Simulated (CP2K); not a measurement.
Crystal: Ge.

```
Ge
1.0
     2.99111    0.00000    0.00000
    -1.51052    2.58168    0.00000
     0.00000    0.00000    4.72760
Ge
2
Direct
  0.33345 0.66655 0.25000
  0.66655 0.33345 0.75000
```

This isn't the form of Ge at room conditions, which is diamond.

Base run:

| Quantity | Value |
| --- | --- |
| Program | CP2K 2026.2 |
| Functional | SCAN |
| Potentials or basis | POTENTIAL_UZH Ge GTH-SCAN-q4; TZVP-MOLOPT-SCAN-GTH basis |
| Density cutoff | 9184 eV |
| k mesh | 10 × 10 × 6 |
| Occupations | fermi-dirac, width 0.1 eV |
| Spin | no spin polarisation |

Its results: band gap on the k mesh none (metal or under the smearing width); pressure -1.5 GPa.

**Question.** The run is repeated on the same cell with these changes: functional from SCAN to TASK; ngrids from 5 to 4. What comes out?

**Answer.** Band gap on the k mesh none (metal or under the smearing width); pressure 1.1 GPa.

Caveats: the basis of atomic orbitals isn't converged, which shifts pressures, moduli and gaps; the potentials were made for another functional, which shifts forces and pressure (some runs).

Not every run made on this cell is shown here.
